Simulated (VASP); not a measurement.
Write the native input for VASP 6.6.1 that does the following.

```
Task                   : single point
Functional             : r2SCAN
Potentials or basis    : VASP PAW PBE potentials, release 64 (Bi_d)
Cutoff                 : 520 eV
k mesh                 : 12 × 12 × 10
Occupations            : gaussian, width 0.1 eV
Spin                   : no spin polarisation
Dipole correction      : no
Further INCAR settings : ALGO = Normal; EDIFF = 1e-06; NBANDS = 22
```

The system is Bi.

```
CELL_PARAMETERS angstrom
4.22130 0.00000 0.00000
-2.11065 3.65575 0.00000
0.00000 0.00000 4.19741
ATOMIC_POSITIONS crystal
Bi 0.33333 0.66667 0.25000
Bi 0.66667 0.33333 0.75000
```

This isn't the form of Bi at room conditions, which is rhombohedral.

One way to write it, as run:

POSCAR

```
Bi
1.0
    4.2212954719      0.0000000000      0.0000000000
   -2.1106477359      3.6557491155      0.0000000000
    0.0000000000      0.0000000000      4.1974056089
Bi
2
Direct
    0.3333333333      0.6666666667      0.2500000000
    0.6666666667      0.3333333333      0.7500000000
```

INCAR.step1

```
PREC = Accurate
ENCUT = 520
ISMEAR = 0
SIGMA = 0.1
LREAL = False
LASPH = True
NELM = 100
NBANDS = 22
GGA = PE
ALGO = Normal
EDIFF = 1E-4
LWAVE = True
LCHARG = False
```

INCAR.step2

```
PREC = Accurate
ENCUT = 520
EDIFF = 1E-6
ISMEAR = 0
SIGMA = 0.1
LREAL = False
LASPH = True
NELM = 100
ALGO = Normal
ISIF = 2
LWAVE = False
LCHARG = True
METAGGA = R2SCAN
LMIXTAU = True
LELF = True
LVHAR = True
NBANDS = 22
ISTART = 1
```

KPOINTS

```
regular mesh
0
Gamma
  12 12 10
```

Potentials or basis: VASP PAW PBE potentials, release 64 (Bi_d).

The run is started by

```console
$ cat potpaw_PBE.64/Bi_d/POTCAR > POTCAR
$ cp INCAR.step1 INCAR
$ mpirun -np 1 vasp_std > vasp.out
$ cp INCAR.step2 INCAR
$ mpirun -np 1 vasp_std > vasp.out
```

It gave:

- Pressure: 3.2 GPa
- Band gap on the k mesh: none (metal or under the smearing width)

Caveat: the PAW data sets were made with another functional, which shifts forces and pressure a little; spin-orbit coupling is left out, which moves the levels of the heavy elements.

It took 2.1 min on 1 thread of Intel(R) Xeon(R) 6975P-C (Granite Rapids) (shared host), peak memory 0.27 GiB.
